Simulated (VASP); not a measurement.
# Al2O3 (P-6m2) in VASP: notebook, part 2 of 3

VASP 6.6.1.

## Step 3: Dielectric tensor, LDA

The input, INCAR:

```
SYSTEM = Al2O3
PREC = Accurate ; ENCUT = 400
EDIFF = 1E-8 ; ISMEAR = 0
SIGMA = 0.01 ; LREAL = .False.
LASPH = .True. ; NELM = 100
ALGO = Normal ; ISIF = 2
LWAVE = .False. ; LCHARG = .False.
LEPSILON = .True.
```

The input, KPOINTS:

```
Automatic mesh
0
Gamma
  6 6 2
  0 0 0
```

The input, POSCAR:

```
Al2O3
1.0
    2.8843249483      0.0000000000      0.0000000000
   -1.4421624742      2.4978986780      0.0000000000
    0.0000000000      0.0000000000      9.3367544600
Al O
2 3
Direct
    0.0000000000      0.0000000000      0.8500076700
    0.0000000000      0.0000000000      0.1499923300
    0.3333333333      0.6666666667      0.7776830800
    0.6666666667      0.3333333333      0.0000000000
    0.3333333333      0.6666666667      0.2223169200
```

Potentials or basis: VASP PAW LDA potentials, release 64 (Al, O).

Command:

```bash
> cat potpaw_LDA.64/Al/POTCAR potpaw_LDA.64/O/POTCAR > POTCAR
> mpirun -np 1 vasp_std > vasp.out
```

OUTCAR:

```text
SYSTEM = Al2O3
   PREC = Accurate
   ENCUT = 400
   EDIFF = 1E-8
   ISMEAR = 0
   LREAL = .False.
   LASPH = .True.
   NELM = 100
   ISIF = 2
   LEPSILON = .True.

 Found     14 irreducible k-points:

 Following reciprocal coordinates:
            Coordinates               Weight
  0.000000  0.000000  0.000000      1.000000
  0.166667  0.000000  0.000000      6.000000
  0.333333 -0.000000  0.000000      6.000000
  0.500000  0.000000  0.000000      3.000000
  0.166667  0.166667  0.000000      6.000000
  0.333333  0.166667  0.000000     12.000000
   k-points           NKPTS =     14   k-points in BZ     NKDIM =     14   number of bands    NBANDS=     16
   number of dos      NEDOS =    301   number of ions     NIONS =      5
   total plane-waves  NPLWV =  25600
   dimension x,y,z NGX =    20 NGY =   20 NGZ =   64
   dimension x,y,z NGXF=    40 NGYF=   40 NGZF=  128
   ions per type =               2   3
   NGX,Y,Z   is equivalent  to a cutoff of  11.53, 11.53, 11.40 a.u.
   NGXF,Y,Z  is equivalent  to a cutoff of  23.06, 23.06, 22.79 a.u.
 SYSTEM =  Al2O3
   PREC   = accura    normal or accurate (medium, high low for compatibility)
   ISTART =      0    job   : 0-new  1-cont  2-samecut
   ICHARG =      2    charge: 1-file 2-atom 10-const
   ISPIN  =      1    spin polarized calculation?
   LNONCOLLINEAR =      F non collinear calculations
   LSORBIT =      F    spin-orbit coupling
   LASPH  =      T    aspherical Exc in radial PAW
   ENCUT  =  400.0 eV  29.40 Ry    5.42 a.u.   4.70  4.70 15.23*2*pi/ulx,y,z
   NELM   =    100;   NELMIN=  2; NELMDL= -5     # of ELM steps
   EDIFF  = 0.1E-07   stopping-criterion for ELM
   LREAL  =      F    real-space projection
   EDIFFG = 0.1E-06   stopping-criterion for IOM
   NSW    =      0    number of steps for IOM
   IBRION =     -1    ionic relax: 0-MD 1-quasi-New 2-CG
   NFREE  =      0    steps in history (QN), initial steepest desc. (CG)
   ISIF   =      2    stress and relaxation
   ISYM   =      2    0-nonsym 1-usesym 2-fastsym
   POTIM  = 0.5000    time-step for ionic-motion
   TEBEG  =    0.0;   TEEND  =   0.0 temperature during run
[... 198 lines left out ...]
  ---------------------------------------------------
  free energy    TOTEN  =        -0.33892273 eV

  energy without entropy =       -0.33892273

------------------------ aborting loop because EDIFF is reached ----------------------------------------

--------------------------------------- Ionic step        2  -------------------------------------------

------------------------ aborting loop because EDIFF is reached ----------------------------------------

--------------------------------------- Ionic step        3  -------------------------------------------

 Free energy of the ion-electron system (eV)
  ---------------------------------------------------
  ---------------------------------------------------
  free energy    TOTEN  =        -0.18850501 eV

  energy without entropy =       -0.18850501

------------------------ aborting loop because EDIFF is reached ----------------------------------------

 PIEZOELECTRIC TENSOR FIELD DIRECTION 3  (e Angst)
 -----------------------------------------------------------------------------
    -0.00000  0.00000  0.00000           ( -0.00000  0.00000 -0.00000)
    -0.00000 -0.00000  0.00000           (  0.00000 -0.00000  0.00000)
     0.00000  0.00000 -0.00000           ( -0.00000  0.00000  0.00000)

 PIEZOELECTRIC TENSOR FIELD DIRECTION 3  (C/m^2)
 -----------------------------------------------------------------------------
    -0.00000  0.00000  0.00000
    -0.00000 -0.00000  0.00000
     0.00000  0.00000 -0.00000

 MACROSCOPIC STATIC DIELECTRIC TENSOR (including local field effects in DFT)
 ------------------------------------------------------
           2.710320    -0.000000     0.000000
          -0.000000     2.710320     0.000000
          -0.000000    -0.000000     1.942318
 ------------------------------------------------------

 PIEZOELECTRIC TENSOR (including local field effects)  for field in x, y, z        (e  Angst)
          XX          YY          ZZ          XY          YZ          ZX
  --------------------------------------------------------------------------------
  x     0.00000    -0.00000     0.00000    -0.07053     0.00000     0.00000
  y    -0.07053     0.07053    -0.00000    -0.00000     0.00000     0.00000
  z     0.00000     0.00000     0.00000    -0.00000     0.00000     0.00000

 PIEZOELECTRIC TENSOR (including local field effects)  for field in x, y, z        (C/m^2)
          XX          YY          ZZ          XY          YZ          ZX
  --------------------------------------------------------------------------------
  x     0.00000    -0.00000     0.00000    -0.01680     0.00000     0.00000
  y    -0.01680     0.01680    -0.00000    -0.00000     0.00000     0.00000
  z     0.00000     0.00000     0.00000    -0.00000     0.00000     0.00000

 BORN EFFECTIVE CHARGES (including local field effects) (in |e|, cummulative output)
 ---------------------------------------------------------------------------------
 ion    1
    1     3.01882    -0.00000     0.00000
    2    -0.00000     3.01882     0.00000
    3    -0.00000     0.00000     1.51128
 ion    2
    1     3.01882    -0.00000    -0.00000
    2    -0.00000     3.01882    -0.00000
    3     0.00000    -0.00000     1.51128
 ion    3
    1    -1.89777     0.00000     0.00000
    2     0.00000    -1.89777     0.00000
    3    -0.00000     0.00000    -0.90654
 ion    4
    1    -2.24210     0.00000     0.00000
    2     0.00000    -2.24210     0.00000
    3     0.00000     0.00000    -1.20947
 ion    5
    1    -1.89777     0.00000     0.00000
    2     0.00000    -1.89777     0.00000
    3     0.00000     0.00000    -0.90654
```

OSZICAR:

```text
[... 13 lines left out ...]
RMM:   6    -0.187787254934E+00    0.23061E-02   -0.10256E-02   805   0.382E-01    0.300E-02
RMM:   7    -0.188031082294E+00   -0.24383E-03   -0.16955E-03   805   0.898E-02    0.171E-02
RMM:   8    -0.188242400453E+00   -0.21132E-03   -0.17802E-05   789   0.289E-02    0.565E-03
RMM:   9    -0.188440150519E+00   -0.19775E-03   -0.13300E-04   803   0.133E-02    0.259E-03
RMM:  10    -0.188485780697E+00   -0.45630E-04   -0.26036E-05   784   0.598E-03    0.457E-04
RMM:  11    -0.188498445313E+00   -0.12665E-04    0.25846E-05   806   0.160E-03    0.442E-04
RMM:  12    -0.188504897378E+00   -0.64521E-05   -0.77805E-06   808   0.997E-04    0.633E-05
RMM:  13    -0.188505095513E+00   -0.19814E-06   -0.35934E-06   638   0.179E-04    0.102E-05
RMM:  14    -0.188505009640E+00    0.85873E-07   -0.14622E-06   370   0.678E-05    0.283E-06
```

stdout:

```text
POSCAR found type information on POSCAR AlO
 POSCAR found :  2 types and       5 ions
 scaLAPACK will be used
 LDA part: xc-table for (Slater(with rela. corr.)+CA(PZ))
 , standard interpolation
 POSCAR, INCAR and KPOINTS ok, starting setup
 FFT: planning ... GRIDC
 FFT: planning ... GRID_SOFT
 FFT: planning ... GRID
 WAVECAR not read
 entering main loop
 Linear response reoptimize wavefunctions to high precision
 Linear response G [H, r] |phi>, progress :
  Direction:   1
 Linear response G [H, r] |phi>, progress :
  Direction:   2
 Linear response G [H, r] |phi>, progress :
  Direction:   3
 Linear response to external field (no local field effect), progress :
  Direction:   1
 dielectric tensor                  component  1 :     2.578    -0.471     0.000
 Linear response to external field (no local field effect), progress :
  Direction:   2
 dielectric tensor                  component  2 :    -0.471     3.046     0.000
 Linear response to external field (no local field effect), progress :
  Direction:   3
 dielectric tensor                  component  3 :     0.000     0.000     2.616
 Linear response to external field, progress :
  Direction:   1
 dielectric tensor                  component  1 :     2.710     0.000    -0.000
 Linear response to external field, progress :
  Direction:   2
 dielectric tensor                  component  2 :    -0.255     2.710     0.000
 Linear response to external field, progress :
  Direction:   3
 dielectric tensor                  component  3 :    -0.000     0.000     1.942
 Born effective charges drift removed
```

It took 65 s on 1 thread of AMD EPYC 9R45 (Zen 5), shared host; peak memory 0.15 GiB.

The run converged, but some of its settings lie outside the range that counts as converged, so its numbers aren't taken as properties of the crystal.

What came out:

```
Band gap on the k mesh                  : 4.75 eV, indirect (least direct gap 5.00 eV)
Electronic dielectric tensor (diagonal) : 2.71, 2.71, 1.94
Born charges (mean of the diagonal)     : Al +2.52; O -1.57, -1.90 e
```

(Part 2 of 3 ends here.)
